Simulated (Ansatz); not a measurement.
# HfO2 (Pca2_1) in Ansatz: a series of runs

One crystal, HfO2, is run at these levels: PBE+D3(BJ); tasks: single point, equation of state.

Program: Ansatz 0.2.0. These are calculated values, not measurements. Logs are shortened: lines on timing, memory, paths and dates and some standing lists are left out, and cuts for length are marked.

### Step 1. The crystal as given

It takes space group Pca2_1 (No. 29, orthorhombic). Conventional cell: a = 5.219 Å, b = 5.005 Å, c = 5.033 Å, α = 90.00°, β = 90.00°, γ = 90.00°. Hf (site symmetry 1) has 7 O at 2.02 to 2.23 Å as nearest neighbours. O (site symmetry 1) has 3 Hf at 2.02 to 2.13 Å as nearest neighbours. Around O (site symmetry 1) lie 4 Hf at 2.11 to 2.23 Å.

Measurements of this composition are mostly on another form, of space group No. 14.

### Step 2. Single point, PBE+D3(BJ), 10.30 Å³/atom (volume scaled by 0.94)

input.yaml

```yaml
crystal:
  lattice:
    - [5.1129138024, 0.0, 0.0]
    - [0.0, 4.9025969881, 0.0]
    - [0.0, 0.0, 4.9299483645]
  atoms:
    - { symbol: Hf, position: [0.966994, 0.73252082, 0.74144035] }
    - { symbol: Hf, position: [0.533006, 0.73252082, 0.24144035] }
    - { symbol: Hf, position: [0.466994, 0.26747918, 0.74144035] }
    - { symbol: Hf, position: [0.033006, 0.26747918, 0.24144035] }
    - { symbol: O, position: [0.63212745, 0.9286454, 0.87926726] }
    - { symbol: O, position: [0.86787255, 0.9286454, 0.37926726] }
    - { symbol: O, position: [0.23394852, 0.53988305, 0.49229239] }
    - { symbol: O, position: [0.26605148, 0.53988305, 0.99229239] }
    - { symbol: O, position: [0.76605148, 0.46011695, 0.99229239] }
    - { symbol: O, position: [0.73394852, 0.46011695, 0.49229239] }
    - { symbol: O, position: [0.13212745, 0.0713546, 0.87926726] }
    - { symbol: O, position: [0.36787255, 0.0713546, 0.37926726] }
hamiltonian:
  xc: pbe
  pseudopotentials: { kind: paw }
  dispersion: d3bj
kpoints:
  mp_grid: { grid: [5, 6, 5] }
scf:
  occupations: { method: fermi_dirac, width: 0.05 }
output:
  forces: true
  stress: true
  eigenvalues: true
```

Potentials or basis: Ansatz PAW.

Started as:

```
ansatz run input.yaml --threads 2 --pin off --max-ram 5120MiB --backend cpu --events-out ev --progress --plain --runs-dir out
```

Standard output:

```text
Warning: RAYON_NUM_THREADS=2 ignored (pool sized by the plan → 2); use --threads N
Engine: ansatz 0.2.0, x86_64-unknown-linux-gnu
Pseudopotentials: kind: paw
Pseudopotential: Hf, paw, valence charge 26, recommended cutoff 420 eV (normal), Hf.paw.azcp
Pseudopotential: O, paw, valence charge 6, recommended cutoff 420 eV (normal), O.paw.azcp
Functional definition: PBE
  parameter kappa = 0.804
  parameter beta = 0.06672455060314922
  exchange = pbe_x(kappa = kappa, mu = beta*pi^2/3)
  correlation = pbe_c(beta = beta)
Crystal: 12 atoms, lattice volume = 123.577 Å³
Basis set: ecut = 420 eV, 2417 PW (Γ), exchange–correlation on 72×72×72 points (8 copies of the dense FFT grid, shifted against one another)
Bands: 92, of which v1, the nominal top of the filled ones, is band 76 counted from 1 (75 counted from 0)
Symmetry: 4 space group operations
Space group: Pca21 (ITA 29), of the structure as read, at distance tolerance 5.0e-5 Å
k-points: 36 of 150 (time reversal used)
Non-local potential: Hf, projectors of the file, l = 0: 3, l = 1: 2, l = 2: 2, l = 3: 3
Non-local potential: O, projectors of the file, l = 0: 2, l = 1: 2, l = 2: 1
[... 31 lines left out ...]
  E_paw        = -28982.335463  (= ΣΔE_a)
  E_vpaw       = 5398.623084  (= ΣTr[D̂ρ^β])
  E_aug_tail   = 0.020073  (compensation charges beyond the density's cutoff)
  E_ewald      = -23019.512052
  E_disp       = -3.044375  (pairwise vdW)
  E_smearing   = -0.000000  (= −TS)
  E_closure    = -0.000000  (closes the sum)
  Σ components = -67448.348010   (vs F -67448.348010, Δ=0.00e0)
--- Forces (eV/Å), atoms counted from 1 ---
  atom   1  Hf     0.19231752    -0.22546631     0.21549414
  atom   2  Hf    -0.19231752    -0.22546631     0.21549414
  atom   3  Hf     0.19231752     0.22546631     0.21549414
  atom   4  Hf    -0.19231752     0.22546631     0.21549414
  atom   5  O     -0.07639063    -0.15283054    -0.05648342
  atom   6  O      0.07639063    -0.15283054    -0.05648342
  atom   7  O      0.17792248     0.28604771    -0.15900149
  atom   8  O     -0.17792248     0.28604771    -0.15900149
  atom   9  O     -0.17792248    -0.28604771    -0.15900149
  atom  10  O      0.17792248    -0.28604771    -0.15900149
  atom  11  O     -0.07639063     0.15283054    -0.05648342
  atom  12  O      0.07639063     0.15283054    -0.05648342
  max |Σ_I F_I| component: 3.69e-5 eV/Å
--- Stress (GPa, compression-positive) ---
       25.419234      -0.000000      -0.000000
       -0.000000      26.361180       0.000000
       -0.000000       0.000000      24.365514
  P = ⅓ Tr σ = 25.3820 GPa (253.820 kbar)
--- Band table (eV; the first three rows and the last of 36) ---
  k-point 0: bands = ["-43.5032", "-43.4733", "-43.4730", "-43.4704", "-12.8206", "-12.8017", "-12.7910", "-12.4216", "-12.3579", "-12.3448", "-12.3265", "-12.3066", "-12.2935", "-12.1606", "-12.1374", "-12.1313", "-2.1286", "-0.5706", "-0.3671", "-0.3488", "0.3385", "0.3898", "0.4379", "0.6382", "6.6497", "6.6614", "6.6665", "6.6690", "6.6751", "6.6765", "6.6806", "6.6822", "6.6843", "6.6904", "6.6915", "6.6941", "6.6981", "6.7018", "6.7042", "6.7059", "6.7071", "6.7118", "6.7131", "6.7208", "6.7266", "6.7325", "6.7354", "6.7379", "6.7558", "6.7734", "6.7784", "6.8552", "10.5035", "10.6484", "10.7979", "11.4528", "11.6675", "11.6800", "13.2098", "13.2718", "13.2936", "13.3274", "13.8130", "14.0419", "14.3201", "14.3788", "14.5031", "14.7623", "14.9551", "15.1401", "15.3260", "15.5089", "15.7749", "16.3286", "16.4526", "16.4541", "21.7195", "21.9939", "22.1180", "22.5975", "22.7130", "22.8808", "22.8830", "23.1285", "23.3189", "23.8321", "24.4427", "24.4507"]
  k-point 1: bands = ["-43.5001", "-43.4735", "-43.4733", "-43.4730", "-12.7700", "-12.7650", "-12.7617", "-12.4743", "-12.3681", "-12.3501", "-12.3484", "-12.3080", "-12.2622", "-12.1854", "-12.1751", "-12.1523", "-1.9229", "-0.5424", "-0.3797", "-0.3614", "0.1947", "0.3999", "0.4349", "0.5660", "6.6479", "6.6602", "6.6652", "6.6677", "6.6701", "6.6774", "6.6800", "6.6849", "6.6849", "6.6903", "6.6928", "6.6935", "6.6980", "6.6988", "6.7039", "6.7052", "6.7092", "6.7171", "6.7176", "6.7243", "6.7287", "6.7315", "6.7331", "6.7344", "6.7523", "6.7756", "6.7756", "6.8420", "10.6817", "10.7226", "11.0097", "11.5311", "11.7673", "12.1132", "12.8166", "12.9073", "13.2148", "13.3752", "13.5289", "14.1412", "14.1520", "14.2720", "14.4198", "14.9733", "15.0039", "15.1987", "15.4009", "15.4216", "15.5320", "16.2618", "16.3506", "16.3746", "21.5769", "21.9869", "22.0261", "22.5309", "22.7143", "22.9129", "22.9634", "23.1195", "23.7522", "24.0957", "24.5001", "24.5899"]
  k-point 2: bands = ["-43.4919", "-43.4817", "-43.4732", "-43.4731", "-12.6916", "-12.6618", "-12.6468", "-12.5853", "-12.4618", "-12.4005", "-12.3301", "-12.3296", "-12.2383", "-12.2211", "-12.2095", "-12.1875", "-1.3833", "-0.7278", "-0.4782", "-0.4171", "0.1735", "0.3786", "0.4167", "0.4277", "6.6469", "6.6511", "6.6664", "6.6669", "6.6694", "6.6709", "6.6748", "6.6799", "6.6924", "6.6934", "6.6951", "6.6980", "6.6992", "6.7048", "6.7073", "6.7074", "6.7130", "6.7134", "6.7173", "6.7182", "6.7278", "6.7280", "6.7372", "6.7376", "6.7583", "6.7683", "6.7821", "6.8084", "10.8163", "11.1557", "11.5935", "11.8475", "12.1770", "12.3260", "12.3794", "12.4287", "12.6998", "13.3866", "13.4564", "13.6786", "14.0911", "14.3292", "14.4812", "14.4981", "14.5087", "14.9923", "15.5158", "15.5583", "16.0064", "16.2114", "16.2178", "16.2354", "21.3656", "21.5643", "22.0440", "22.2343", "22.9906", "23.0372", "23.0501", "23.1655", "24.4782", "24.5129", "24.5416", "24.6228"]
  k-point 35: bands = ["-43.4834", "-43.4809", "-43.4782", "-43.4772", "-12.7984", "-12.7886", "-12.7610", "-12.7516", "-12.2899", "-12.2712", "-12.2484", "-12.2396", "-12.2110", "-12.2100", "-12.1934", "-12.1807", "-1.0014", "-0.8709", "-0.7831", "-0.7666", "0.3746", "0.4316", "0.4530", "0.5231", "6.6581", "6.6603", "6.6628", "6.6635", "6.6721", "6.6735", "6.6778", "6.6789", "6.6848", "6.6892", "6.6929", "6.6946", "6.7033", "6.7035", "6.7090", "6.7108", "6.7160", "6.7187", "6.7189", "6.7216", "6.7309", "6.7339", "6.7339", "6.7355", "6.7558", "6.7577", "6.7616", "6.7672", "11.5618", "11.7805", "11.8906", "11.9900", "12.1395", "12.1832", "12.2765", "12.5235", "13.2356", "13.3455", "13.5997", "13.6597", "14.1458", "14.1799", "14.3010", "14.5382", "14.8391", "14.9283", "14.9694", "15.1678", "15.3904", "15.6144", "15.6945", "15.8500", "21.1984", "21.3907", "21.5075", "21.7748", "22.5744", "22.6887", "22.9766", "23.0920", "23.7942", "24.1264", "24.1386", "24.4836"]
```

It took 17 s on 2 threads of AMD EPYC 7B13 (Zen 3), shared host; peak memory 0.65 GiB.

What came out:

```yaml
Free_energy: -67448.3480 eV
Pressure: 25.4 GPa
Largest_force: 0.373 eV/Å
Band_gap_on_the_k_mesh: 4.69 eV, indirect (least direct gap 4.88 eV)
```

Caveat: odd divisions of the mesh miss points on the zone boundary, where band edges often lie, so the gap on the mesh can be too wide; the pressure holds a Pulay correction of +0.9 GPa for the finite cutoff; spin-orbit coupling is left out, which moves the levels of the heavy elements.

### Step 3. Single point, PBE+D3(BJ), 10.52 Å³/atom (volume scaled by 0.96)

input.yaml: that of step 2 with these lines changed.

```diff
@@ -2,5 +2,5 @@
   lattice:
-    - [5.1129138024, 0.0, 0.0]
-    - [0.0, 4.9025969881, 0.0]
-    - [0.0, 0.0, 4.9299483645]
+    - [5.148921424, 0.0, 0.0]
+    - [0.0, 4.9371234566, 0.0]
+    - [0.0, 0.0, 4.9646674546]
   atoms:
```

Potentials or basis: Ansatz PAW.

Started as:

```
ansatz run input.yaml --threads 2 --pin off --max-ram 5120MiB --backend cpu --events-out ev --progress --plain --runs-dir out
```

It took 18 s on 2 threads of AMD EPYC 7B13 (Zen 3), shared host; peak memory 0.66 GiB.

It converged, with:

* Free energy: -67448.7058 eV
* Pressure: 18.3 GPa
* Largest force: 0.279 eV/Å
* Band gap on the k mesh: 4.62 eV, indirect (least direct gap 4.82 eV)

Caveat: odd divisions of the mesh miss points on the zone boundary, where band edges often lie, so the gap on the mesh can be too wide; the pressure holds a Pulay correction of +0.9 GPa for the finite cutoff; spin-orbit coupling is left out, which moves the levels of the heavy elements.

### Step 4. Single point, PBE+D3(BJ), 10.74 Å³/atom (volume scaled by 0.98)

input.yaml: that of step 3 with these lines changed.

```diff
@@ -2,5 +2,5 @@
   lattice:
-    - [5.148921424, 0.0, 0.0]
-    - [0.0, 4.9371234566, 0.0]
-    - [0.0, 0.0, 4.9646674546]
+    - [5.1844323491, 0.0, 0.0]
+    - [0.0, 4.9711736599, 0.0]
+    - [0.0, 0.0, 4.9989076225]
   atoms:
```

Started as:

```
ansatz run input.yaml --threads 2 --pin off --max-ram 5120MiB --backend cpu --events-out ev --progress --plain --runs-dir out
```

Wall time 18 s (2 threads of AMD EPYC 7B13 (Zen 3), shared host); peak memory 0.66 GiB.

Results (log left out):

| Property | Result |
| --- | --- |
| Free energy | -67448.9525 eV |
| Pressure | 11.9 GPa |
| Largest force | 0.194 eV/Å |
| Band gap on the k mesh | 4.55 eV, indirect (least direct gap 4.75 eV) |

Caveat: odd divisions of the mesh miss points on the zone boundary, where band edges often lie, so the gap on the mesh can be too wide; the pressure holds a Pulay correction of +0.8 GPa for the finite cutoff; spin-orbit coupling is left out, which moves the levels of the heavy elements.

### Step 5. Single point, PBE+D3(BJ), 10.96 Å³/atom

input.yaml: that of step 4 with these lines changed.

```diff
@@ -2,5 +2,5 @@
   lattice:
-    - [5.1844323491, 0.0, 0.0]
-    - [0.0, 4.9711736599, 0.0]
-    - [0.0, 0.0, 4.9989076225]
+    - [5.21946336, 0.0, 0.0]
+    - [0.0, 5.00476369, 0.0]
+    - [0.0, 0.0, 5.03268505]
   atoms:
```

Started as:

```
ansatz run input.yaml --threads 2 --pin off --max-ram 5120MiB --backend cpu --events-out ev --progress --plain --runs-dir out
```

Run time: 18 s. Hardware: 2 threads of AMD EPYC 7B13 (Zen 3), shared host; peak memory 0.66 GiB.

Results (log left out):

- Free energy: -67449.0999 eV
- Pressure: 6.1 GPa
- Largest force: 0.117 eV/Å
- Band gap on the k mesh: 4.48 eV, indirect (least direct gap 4.68 eV)

Caveat: odd divisions of the mesh miss points on the zone boundary, where band edges often lie, so the gap on the mesh can be too wide; the pressure holds a Pulay correction of +0.8 GPa for the finite cutoff; spin-orbit coupling is left out, which moves the levels of the heavy elements.

### Step 6. Single point, PBE+D3(BJ), 11.17 Å³/atom (volume scaled by 1.02)

input.yaml: that of step 5 with these lines changed.

```diff
@@ -2,5 +2,5 @@
   lattice:
-    - [5.21946336, 0.0, 0.0]
-    - [0.0, 5.00476369, 0.0]
-    - [0.0, 0.0, 5.03268505]
+    - [5.2540303499, 0.0, 0.0]
+    - [0.0, 5.0379087863, 0.0]
+    - [0.0, 0.0, 5.0660150614]
   atoms:
@@ -30 +30,5 @@
   eigenvalues: true
+  write_density: true
+  write_potential: true
+  elf: true
+  volumetric_format: npy
```

Potentials or basis: Ansatz PAW.

Started as:

```
ansatz run input.yaml --threads 2 --pin off --max-ram 5120MiB --backend cpu --events-out ev --progress --plain --runs-dir out
```

Wall time 27 s (2 threads of AMD EPYC 7B13 (Zen 3), shared host); peak memory 0.68 GiB.

Results (log left out):

| Property | Result |
| --- | --- |
| Free energy | -67449.1574 eV |
| Pressure | 0.9 GPa |
| Largest force | 0.063 eV/Å |
| Band gap on the k mesh | 4.41 eV, indirect (least direct gap 4.61 eV) |

Caveat: odd divisions of the mesh miss points on the zone boundary, where band edges often lie, so the gap on the mesh can be too wide; the pressure holds a Pulay correction of +0.8 GPa for the finite cutoff; spin-orbit coupling is left out, which moves the levels of the heavy elements.

### Step 7. Single point, PBE+D3(BJ), 11.39 Å³/atom (volume scaled by 1.04)

input.yaml: that of step 6 with these lines changed.

```diff
@@ -2,5 +2,5 @@
   lattice:
-    - [5.2540303499, 0.0, 0.0]
-    - [0.0, 5.0379087863, 0.0]
-    - [0.0, 0.0, 5.0660150614]
+    - [5.2881483861, 0.0, 0.0]
+    - [0.0, 5.0706233964, 0.0]
+    - [0.0, 0.0, 5.0989121849]
   atoms:
@@ -30,5 +30 @@
   eigenvalues: true
-  write_density: true
-  write_potential: true
-  elf: true
-  volumetric_format: npy
```

Started as:

```
ansatz run input.yaml --threads 2 --pin off --max-ram 5120MiB --backend cpu --events-out ev --progress --plain --runs-dir out
```

Run time: 18 s. Hardware: 2 threads of AMD EPYC 7B13 (Zen 3), shared host; peak memory 0.68 GiB.

Results (log left out):

| Property | Result |
| --- | --- |
| Free energy | -67449.1340 eV |
| Pressure | -3.8 GPa |
| Largest force | 0.095 eV/Å |
| Band gap on the k mesh | 4.35 eV, indirect (least direct gap 4.55 eV) |

Caveat: odd divisions of the mesh miss points on the zone boundary, where band edges often lie, so the gap on the mesh can be too wide; the pressure holds a Pulay correction of +0.8 GPa for the finite cutoff; spin-orbit coupling is left out, which moves the levels of the heavy elements.

### Step 8. Single point, PBE+D3(BJ), 11.61 Å³/atom (volume scaled by 1.06)

input.yaml: that of step 7 with these lines changed.

```diff
@@ -2,5 +2,5 @@
   lattice:
-    - [5.2881483861, 0.0, 0.0]
-    - [0.0, 5.0706233964, 0.0]
-    - [0.0, 0.0, 5.0989121849]
+    - [5.321831768, 0.0, 0.0]
+    - [0.0, 5.1029212315, 0.0]
+    - [0.0, 0.0, 5.1313902082]
   atoms:
@@ -30 +30,5 @@
   eigenvalues: true
+  write_density: true
+  write_potential: true
+  elf: true
+  volumetric_format: npy
```

Started as:

```
ansatz run input.yaml --threads 2 --pin off --max-ram 5120MiB --backend cpu --events-out ev --progress --plain --runs-dir out
```

Wall time 28 s (2 threads of AMD EPYC 7B13 (Zen 3), shared host); peak memory 0.7 GiB.

Results (log left out):

```yaml
Free_energy: -67449.0368 eV
Pressure: -8.0 GPa
Largest_force: 0.153 eV/Å
Band_gap_on_the_k_mesh: 4.28 eV, indirect (least direct gap 4.48 eV)
```

Caveat: odd divisions of the mesh miss points on the zone boundary, where band edges often lie, so the gap on the mesh can be too wide; the pressure holds a Pulay correction of +0.8 GPa for the finite cutoff; spin-orbit coupling is left out, which moves the levels of the heavy elements.

### Step 9. Equation of state, PBE+D3(BJ)

Potentials or basis: Ansatz PAW.

This step only gathers the single runs of the series.

Results:

| Quantity | Value |
| --- | --- |
| Equilibrium volume | 11.22 Å³/atom |
| Bulk modulus at fixed shape and positions | 248 GPa |
| Pressure derivative of the bulk modulus | 4.2 |

Energy against volume, from the lowest point:
```tsv
volume (Å³/atom)	energy (meV/atom)
10.298	67.45
10.517	37.63
10.736	17.08
10.955	4.79
11.175	0.00
11.394	1.95
11.613	10.05
```

Caveat: the cell was scaled at fixed shape and fractional positions, which overstates the stiffness of a crystal with free parameters, most of all of layers and chains.
